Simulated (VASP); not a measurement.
# MgO (P-6m2) in VASP: a series of runs, part 3 of 3

VASP 6.6.1. The steps go on from the part before.

## Step 5: G0W0 quasiparticle levels, PBE

File POSCAR:

```
MgO
1.0
    2.9380209034      0.0000000000      0.0000000000
   -1.4690104517      2.5444007392      0.0000000000
    0.0000000000      0.0000000000      2.6796800000
Mg O
1 1
Direct
    0.0000000000      0.0000000000      0.0000000000
    0.3333333333      0.6666666667      0.5000000000
```

File INCAR.step1:

```
PREC = Accurate
ENCUT = 450
EDIFF = 1E-8
ISMEAR = 0
SIGMA = 0.01
LREAL = False
LASPH = True
NELM = 100
ALGO = Normal
LWAVE = True
LCHARG = False
GGA = PE
```

File INCAR.step2:

```
PREC = Accurate
ENCUT = 450
EDIFF = 1E-8
ISMEAR = 0
SIGMA = 0.01
LREAL = False
LASPH = True
NELM = 1
ALGO = Exact
LWAVE = True
LCHARG = False
GGA = PE
NBANDS = 16
LOPTICS = True
ISTART = 1
```

File INCAR.step3:

```
PREC = Accurate
ENCUT = 450
EDIFF = 1E-8
ISMEAR = 0
SIGMA = 0.01
LREAL = False
LASPH = True
ALGO = EVGW0
LWAVE = False
LCHARG = False
GGA = PE
NELMGW = 1
NBANDS = 16
ENCUTGW = 100
NOMEGA = 48
PRECFOCK = Fast
ISTART = 1
NBANDSGW = 12
```

File KPOINTS:

```
Automatic mesh
0
Gamma
  3 3 3
```

Potentials or basis: VASP PAW PBE potentials, release 64 (Mg_GW, O_GW).

Launch:

```sh
cat potpaw_PBE.64/Mg_GW/POTCAR potpaw_PBE.64/O_GW/POTCAR > POTCAR
cp INCAR.step1 INCAR
mpirun -np 1 vasp_std > vasp.out
cp INCAR.step2 INCAR
mpirun -np 1 vasp_std > vasp.out
cp INCAR.step3 INCAR
mpirun -np 1 vasp_std > vasp.out
```

OUTCAR:

```text
PREC = Accurate
   ENCUT = 450
   EDIFF = 1E-8
   ISMEAR = 0
   LREAL = False
   LASPH = True
   GGA = PE
   NELMGW = 1
   ENCUTGW = 100
   PRECFOCK = Fast
   ISTART = 1

 Found      6 irreducible k-points:

 Following reciprocal coordinates:
            Coordinates               Weight
  0.000000  0.000000  0.000000      1.000000
  0.333333  0.000000  0.000000      6.000000
  0.333333  0.333333  0.000000      2.000000
  0.000000  0.000000  0.333333      2.000000
  0.333333  0.000000  0.333333     12.000000
  0.333333  0.333333  0.333333      4.000000
   k-points           NKPTS =      6   k-points in BZ     NKDIM =     27   number of bands    NBANDS=     16
   number of dos      NEDOS =    301   number of ions     NIONS =      2
   total plane-waves  NPLWV =   8000
   dimension x,y,z NGX =    20 NGY =   20 NGZ =   20
   dimension x,y,z NGXF=    40 NGYF=   40 NGZF=   40
   ions per type =               1   1
   NGX,Y,Z   is equivalent  to a cutoff of  11.32, 11.32, 12.41 a.u.
   NGXF,Y,Z  is equivalent  to a cutoff of  22.63, 22.63, 24.82 a.u.
 SYSTEM =  unknown system
   PREC   = accura    normal or accurate (medium, high low for compatibility)
   ISTART =      1    job   : 0-new  1-cont  2-samecut
   ICHARG =      0    charge: 1-file 2-atom 10-const
   ISPIN  =      1    spin polarized calculation?
   LNONCOLLINEAR =      F non collinear calculations
   LSORBIT =      F    spin-orbit coupling
   LASPH  =      T    aspherical Exc in radial PAW
   ENCUT  =  450.0 eV  33.07 Ry    5.75 a.u.   5.08  5.08  4.63*2*pi/ulx,y,z
   NELM   =     60;   NELMIN=  2; NELMDL=  0     # of ELM steps
   EDIFF  = 0.1E-07   stopping-criterion for ELM
   LREAL  =      F    real-space projection
   EDIFFG = 0.1E-06   stopping-criterion for IOM
   NSW    =      0    number of steps for IOM
   IBRION =     -1    ionic relax: 0-MD 1-quasi-New 2-CG
   NFREE  =      0    steps in history (QN), initial steepest desc. (CG)
   ISIF   =      0    stress and relaxation
   ISYM   =      3    0-nonsym 1-usesym 2-fastsym
   POTIM  = 0.5000    time-step for ionic-motion
   TEBEG  =    0.0;   TEEND  =   0.0 temperature during run
   PSTRESS=    0.0 pullay stress
   NELECT =       8.0000    total number of electrons
   NUPDOWN=      -1.0000    fix difference up-down
   EMIN   =  10.00;   EMAX   =-10.00  energy-range for DOS
   EFERMI =   0.00;   METHOD = LEGACY
   ISMEAR =     0;   SIGMA  =   0.01  broadening in eV -4-tet -1-fermi 0-gaus
   EFERMI_NEDOS =   21; number of points for ismear=-14 and -15
   IALGO  =     38    algorithm
   IMIX   =      4    mixing-type and parameters
     AMIX     =   0.40;   BMIX     =  1.00
     AMIX_MAG =   1.60;   BMIX_MAG =  1.00
  volume/ion in A,a.u.               =      10.02        67.59
  Fermi-wavevector in a.u.,A,eV,Ry     =   1.205583  2.278221 19.775115  1.453430
  Thomas-Fermi vector in A             =   2.341275
   LORBIT       =      0    0 simple, 1 ext, 2 COOP (PROOUT), +10 PAW based schemes
   GGA     = PE    functional components
   LHFCALC =     T    Hartree Fock is set to
   PRECFOCK=fast      Normal, Fast or Accurate (Low or Medium for compatibility)
   ENCUT4O =  -1.0   cutoff for four orbital integrals eV
   NKREDX  =     1    reduce k-point grid by
   NKREDY  =     1    reduce k-point grid by
   NKREDZ  =     1    reduce k-point grid by
   AEXX    =    1.0000 exact exchange contribution
   HFSCREEN=    0.0000 screening length (either q_TF or 0.3 A-1)
   HFSCREENC=   0.0000 screening length for correlation (either q_TF or 0.3 A-1)
   ENCUTFOCK=  -1.0 apply spherical cutoff to Coloumb kernel
   IVDW    =     0    specifies the selected vdW correction
   LEPSILON=     F    determine dielectric tensor
   LRPA    =     F    only Hartree local field effects (RPA)
   LRPAFORCE           =     F    calculate RPA forces
   ENCUTGW             = 100.0    cutoff for response function in eV
   ENCUTGWSOFT         =  80.0    soft cutoff for Coulomb kernel in GW response function in eV
   ENCUTLF             =  -1.0    cutoff for local field effects
   NELMGW              =     1    number of iterations in solving QP/BSE equation
   NELMHF              =     1    number of iterations in the inner HF iteration
   NKREDLFX            =     1    NKREDLFY  =   1   NKREDLFZ  =   1
 non-spin polarized calculation
 Gauss-broadening in eV      SIGMA  =   0.01
  energy-cutoff  :      450.00
  volume of cell :       20.03
 maximum number of plane-waves:       447
  NGX = 12; NGY = 12; NGZ = 10
   NGX = 11   NGY = 11   NGZ =  9
 maximum number of plane-waves:        47
 NGX is ok and might be reduce to    10

 QP shifts <psi_nk| G(iteration)W_0 |psi_nk>: iteration 1
 for sc-GW calculations column KS-energies equals QP-energies in previous step
 and V_xc(KS)=  KS-energies - (<T + V_ion + V_H > + <T+V_H+V_ion>^1  + <V_x>^1)

 k-point   1 :       0.0000    0.0000    0.0000
  band No.  KS-energies  QP-energies   sigma(KS)   V_xc(KS)     V^pw_x(r,r')   Z            occupation Imag(sigma)

      1     -14.0514     -15.8660     -20.7977     -18.1184     -29.8309       0.6773       2.0000       1.4672
      2       2.7905       2.2139     -19.9176     -19.1489     -24.8620       0.7502       2.0000       0.2059
      3       2.7905       2.2139     -19.9176     -19.1489     -24.8620       0.7502       2.0000       0.2059
      4       2.9934       2.4201     -20.0198     -19.2552     -25.0520       0.7497       2.0000       0.1977
      5       6.3348       7.5367      -9.6873     -11.1969      -6.4452       0.7962       0.0000      -0.1292
      6      15.1989      16.6691      -7.0730      -8.9289      -3.1427       0.7921       0.0000      -0.1634
      7      18.8451      20.4106      -6.7745      -8.7582      -2.6576       0.7891       0.0000      -0.2602
      8      18.8451      20.4106      -6.7745      -8.7582      -2.6576       0.7891       0.0000      -0.2602
      9      23.1418      24.6468      -6.5972      -8.4528      -2.0767       0.8111       0.0000      -0.7122
     10      24.1055      26.0068      -8.4619     -10.9707      -3.4194       0.7579       0.0000      -0.7161
     11      25.7686      27.8109      -8.5223     -11.2092      -3.4219       0.7601       0.0000      -0.7498
     12      25.7686      27.8109      -8.5223     -11.2092      -3.4219       0.7601       0.0000      -0.7498

 k-point   2 :       0.3333    0.0000    0.0000
  band No.  KS-energies  QP-energies   sigma(KS)   V_xc(KS)     V^pw_x(r,r')   Z            occupation Imag(sigma)

      1     -13.3016     -15.1070     -21.5944     -18.9230     -30.5231       0.6759       2.0000       1.3222
      2      -0.6933      -1.6930     -16.3963     -14.9983     -21.1861       0.7151       2.0000       0.2923
      3       2.2383       1.5645     -19.3792     -18.4795     -24.3327       0.7489       2.0000       0.2136
      4       3.2573       2.7403     -20.3205     -19.6329     -25.3549       0.7518       2.0000       0.1948
      5       9.4490      10.7950      -9.7591     -11.4787      -6.3493       0.7828       0.0000      -0.1406
      6      13.8168      15.4904      -9.2401     -11.4007      -5.3661       0.7746       0.0000      -0.1768
      7      17.0286      18.8419      -8.7075     -11.0204      -4.7354       0.7840       0.0000      -0.2134
      8      20.6299      22.4747      -8.4422     -10.8126      -3.7298       0.7782       0.0000      -0.4807
      9      22.6502      24.4954      -7.1560      -9.5500      -2.8800       0.7707       0.0000      -0.4047
     10      24.2612      25.9910      -6.8752      -9.0559      -2.2680       0.7932       0.0000      -0.6371
     11      28.4014      30.5342      -7.1116      -9.7557      -2.5303       0.8066       0.0000      -0.7927
     12      28.6775      30.8706      -7.0695      -9.7897      -2.3205       0.8062       0.0000      -0.8838
[... 36 lines left out ...]
      1     -12.6841     -14.4764     -22.1158     -19.4958     -30.9950       0.6841       2.0000       1.2472
      2      -0.1420      -1.0890     -17.1035     -15.8134     -21.9801       0.7341       2.0000       0.2610
      3       0.4973      -0.4127     -17.8315     -16.5961     -22.7862       0.7366       2.0000       0.2532
      4       2.6057       1.9838     -19.7716     -18.9460     -24.7013       0.7533       2.0000       0.2098
      5      10.2657      11.5747      -9.1457     -10.8206      -5.6756       0.7816       0.0000      -0.1430
      6      14.0770      15.6701      -8.3561     -10.3842      -4.4558       0.7855       0.0000      -0.1749
      7      17.5568      19.4777      -9.9665     -12.4714      -5.6905       0.7668       0.0000      -0.2997
      8      19.1051      20.9551      -8.9097     -11.3164      -4.6200       0.7687       0.0000      -0.3356
      9      19.4153      21.1267      -7.2654      -9.4416      -2.9784       0.7864       0.0000      -0.3174
     10      24.4773      26.4338      -7.2048      -9.6617      -2.5769       0.7963       0.0000      -0.6656
     11      24.9210      26.9535      -7.7662     -10.3240      -3.3095       0.7947       0.0000      -0.5365
     12      31.3109      33.5323      -6.3766      -9.0698      -1.7014       0.8248       0.0000      -1.0215

 k-point   6 :       0.3333    0.3333    0.3333
  band No.  KS-energies  QP-energies   sigma(KS)   V_xc(KS)     V^pw_x(r,r')   Z            occupation Imag(sigma)

      1     -12.3507     -14.1395     -22.5055     -19.9088     -31.3587       0.6888       2.0000       1.2057
      2       0.5429      -0.3725     -17.6640     -16.4247     -22.5381       0.7386       2.0000       0.2550
      3       0.5548      -0.3749     -17.5030     -16.2473     -22.3246       0.7403       2.0000       0.2523
      4       0.6311      -0.2246     -18.3447     -17.1834     -23.4320       0.7368       2.0000       0.2433
      5      10.3439      11.4515      -7.7506      -9.1622      -4.0414       0.7847       0.0000      -0.1457
      6      14.3392      16.1150      -8.6413     -10.9097      -4.8303       0.7828       0.0000      -0.1666
      7      17.1807      19.0399      -8.9153     -11.3342      -4.7143       0.7686       0.0000      -0.2237
      8      18.4935      20.2324      -9.3287     -11.5690      -5.1345       0.7762       0.0000      -0.3225
      9      18.5988      20.7170     -10.5633     -13.3477      -6.0926       0.7607       0.0000      -0.3820
     10      24.6062      26.6411      -8.2948     -10.8648      -3.6880       0.7918       0.0000      -0.6366
     11      29.4038      31.6838      -6.9420      -9.7826      -2.3428       0.8026       0.0000      -0.7752
     12      30.6721      32.7672      -6.1338      -8.6434      -1.5206       0.8348       0.0000      -0.9530
```

It took 6.3 s on 1 thread of AMD EPYC 9R45 (Zen 5), shared host; peak memory 0.11 GiB.

The run converged, but some of its settings lie outside the range that counts as converged, so its numbers aren't taken as properties of the crystal.

Results:

```
Band gap on the k mesh, mean-field level : 2.93 eV, indirect (least direct gap 3.34 eV)
Quasiparticle gap                        : 4.62 eV
Least direct quasiparticle gap           : 5.12 eV
```

Caveat: the k mesh is coarse (spacing up to 0.82 Å⁻¹), so the values aren't converged; the cutoff is under 1.25 times the usual one of these potentials, so pressure, stress and relaxed cells hold a basis-set (Pulay) error; bands, screening cutoff and mesh are small and nothing is extrapolated, so the quasiparticle values aren't converged; an odd mesh through Γ misses points on the zone boundary, where band edges often lie.

## Step 6: G0W0 quasiparticle levels, PBE

POSCAR is that of step 5.

INCAR.step1 is that of step 5.

INCAR.step2: that of step 5 with these lines changed.

```diff
@@ -12,3 +12,3 @@
 GGA = PE
-NBANDS = 16
+NBANDS = 28
 LOPTICS = True
```

INCAR.step3: that of step 5 with these lines changed.

```diff
@@ -12,3 +12,3 @@
 NELMGW = 1
-NBANDS = 16
+NBANDS = 28
 ENCUTGW = 100
```

KPOINTS is that of step 5.

Potentials or basis: VASP PAW PBE potentials, release 64 (Mg_GW, O_GW).

Launch:

```sh
cat potpaw_PBE.64/Mg_GW/POTCAR potpaw_PBE.64/O_GW/POTCAR > POTCAR
cp INCAR.step1 INCAR
mpirun -np 1 vasp_std > vasp.out
cp INCAR.step2 INCAR
mpirun -np 1 vasp_std > vasp.out
cp INCAR.step3 INCAR
mpirun -np 1 vasp_std > vasp.out
```

OUTCAR:

```text
PREC = Accurate
   ENCUT = 450
   EDIFF = 1E-8
   ISMEAR = 0
   LREAL = False
   LASPH = True
   GGA = PE
   NELMGW = 1
   ENCUTGW = 100
   PRECFOCK = Fast
   ISTART = 1

 Found      6 irreducible k-points:

 Following reciprocal coordinates:
            Coordinates               Weight
  0.000000  0.000000  0.000000      1.000000
  0.333333  0.000000  0.000000      6.000000
  0.333333  0.333333  0.000000      2.000000
  0.000000  0.000000  0.333333      2.000000
  0.333333  0.000000  0.333333     12.000000
  0.333333  0.333333  0.333333      4.000000
   k-points           NKPTS =      6   k-points in BZ     NKDIM =     27   number of bands    NBANDS=     28
   number of dos      NEDOS =    301   number of ions     NIONS =      2
   total plane-waves  NPLWV =   8000
   dimension x,y,z NGX =    20 NGY =   20 NGZ =   20
   dimension x,y,z NGXF=    40 NGYF=   40 NGZF=   40
   ions per type =               1   1
   NGX,Y,Z   is equivalent  to a cutoff of  11.32, 11.32, 12.41 a.u.
   NGXF,Y,Z  is equivalent  to a cutoff of  22.63, 22.63, 24.82 a.u.
[... 55 lines left out ...]
   NKREDLFX            =     1    NKREDLFY  =   1   NKREDLFZ  =   1
 non-spin polarized calculation
 Gauss-broadening in eV      SIGMA  =   0.01
  energy-cutoff  :      450.00
  volume of cell :       20.03
 maximum number of plane-waves:       447
  NGX = 12; NGY = 12; NGZ = 10
   NGX = 11   NGY = 11   NGZ =  9
 maximum number of plane-waves:        47
 NGX is ok and might be reduce to    10

 QP shifts <psi_nk| G(iteration)W_0 |psi_nk>: iteration 1
 for sc-GW calculations column KS-energies equals QP-energies in previous step
 and V_xc(KS)=  KS-energies - (<T + V_ion + V_H > + <T+V_H+V_ion>^1  + <V_x>^1)

 k-point   1 :       0.0000    0.0000    0.0000
  band No.  KS-energies  QP-energies   sigma(KS)   V_xc(KS)     V^pw_x(r,r')   Z            occupation Imag(sigma)

      1     -14.0514     -15.8432     -20.7638     -18.1184     -29.8309       0.6773       2.0000       1.2804
      2       2.7905       2.0408     -20.1474     -19.1489     -24.8620       0.7509       2.0000       0.1859
      3       2.7905       2.0408     -20.1474     -19.1489     -24.8620       0.7509       2.0000       0.1859
      4       2.9934       2.2279     -20.2774     -19.2552     -25.0520       0.7489       2.0000       0.1850
      5       6.3348       7.3347      -9.9410     -11.1969      -6.4452       0.7961       0.0000      -0.1234
      6      15.1989      16.3386      -7.4878      -8.9289      -3.1427       0.7908       0.0000      -0.1624
      7      18.8451      20.0637      -7.2095      -8.7582      -2.6576       0.7869       0.0000      -0.2600
      8      18.8451      20.0637      -7.2095      -8.7582      -2.6576       0.7869       0.0000      -0.2600
      9      23.1418      24.2160      -7.1233      -8.4528      -2.0767       0.8080       0.0000      -0.6981
     10      24.1055      25.6629      -8.9078     -10.9707      -3.4194       0.7550       0.0000      -0.6964
     11      25.7686      27.4506      -8.9903     -11.2092      -3.4219       0.7580       0.0000      -0.7278
     12      25.7686      27.4506      -8.9903     -11.2092      -3.4219       0.7580       0.0000      -0.7278
[... 68 lines left out ...]
      1     -12.3507     -14.1244     -22.4794     -19.9088     -31.3587       0.6900       2.0000       1.0670
      2       0.5429      -0.5159     -17.8604     -16.4247     -22.5381       0.7375       2.0000       0.2216
      3       0.5548      -0.5258     -17.7094     -16.2473     -22.3246       0.7390       2.0000       0.2199
      4       0.6311      -0.3887     -18.5758     -17.1834     -23.4320       0.7325       2.0000       0.2261
      5      10.3439      11.2455      -8.0144      -9.1622      -4.0414       0.7856       0.0000      -0.1454
      6      14.3392      15.8753      -8.9431     -10.9097      -4.8303       0.7811       0.0000      -0.1652
      7      17.1807      18.7556      -9.2824     -11.3342      -4.7143       0.7676       0.0000      -0.2187
      8      18.4935      19.9131      -9.7379     -11.5690      -5.1345       0.7752       0.0000      -0.3133
      9      18.5988      20.4141     -10.9550     -13.3477      -6.0926       0.7587       0.0000      -0.3608
     10      24.6062      26.1614      -8.8780     -10.8648      -3.6880       0.7828       0.0000      -0.5936
     11      29.4038      31.1717      -7.5656      -9.7826      -2.3428       0.7974       0.0000      -0.7629
     12      30.6721      32.1648      -6.8139      -8.6434      -1.5206       0.8159       0.0000      -0.9522
```

OUTCAR.step2:

```text
PREC = Accurate
   ENCUT = 450
   EDIFF = 1E-8
   ISMEAR = 0
   LREAL = False
[... 557 lines left out ...]
     0.00000     4.65182     4.65182     5.00962     0.00000     0.00000     0.00000
     0.94152     4.75912     4.75912     5.15861     0.00000     0.00000     0.00000
     1.88303     5.18023     5.18023     5.78000     0.00000     0.00000     0.00000
     2.82455     6.68233     6.68233     8.65290     0.00000     0.00000     0.00000
     3.76606    -3.78546    -3.78546    -0.48071     0.00000     0.00000     0.00000
     4.70758     3.25491     3.25491     3.84235     0.00000     0.00000     0.00000
[... 92 lines left out ...]
    92.26853     0.94062     0.94062     0.94000     0.00000    -0.00000    -0.00000
    93.21004     0.94197     0.94197     0.94136     0.00000    -0.00000    -0.00000
```

Run time: 6.7 s. Hardware: 1 thread of AMD EPYC 9R45 (Zen 5), shared host; peak memory 0.11 GiB.

The run converged, but some of its settings lie outside the range that counts as converged, so its numbers aren't taken as properties of the crystal.

What came out:

```yaml
Band_gap_on_the_k_mesh_mean-field_level: 2.93 eV, indirect (least direct gap 3.34 eV)
Quasiparticle_gap: 4.62 eV
Least_direct_quasiparticle_gap: 5.11 eV
```

Caveat: the k mesh is coarse (spacing up to 0.82 Å⁻¹), so the values aren't converged; the cutoff is under 1.25 times the usual one of these potentials, so pressure, stress and relaxed cells hold a basis-set (Pulay) error; bands, screening cutoff and mesh are small and nothing is extrapolated, so the quasiparticle values aren't converged; an odd mesh through Γ misses points on the zone boundary, where band edges often lie.

## Step 7: The reference run

An earlier run on the cell as given: functional PBE; potentials or basis VASP PAW PBE potentials, release 64 (Mg, O); cutoff 520 eV; k mesh 10 × 10 × 10; occupations fermi-dirac, width 0.05 eV; no spin polarisation.

* Pressure: -0.7 GPa
* Band gap on the k mesh: 3.01 eV, indirect (least direct gap 3.40 eV)
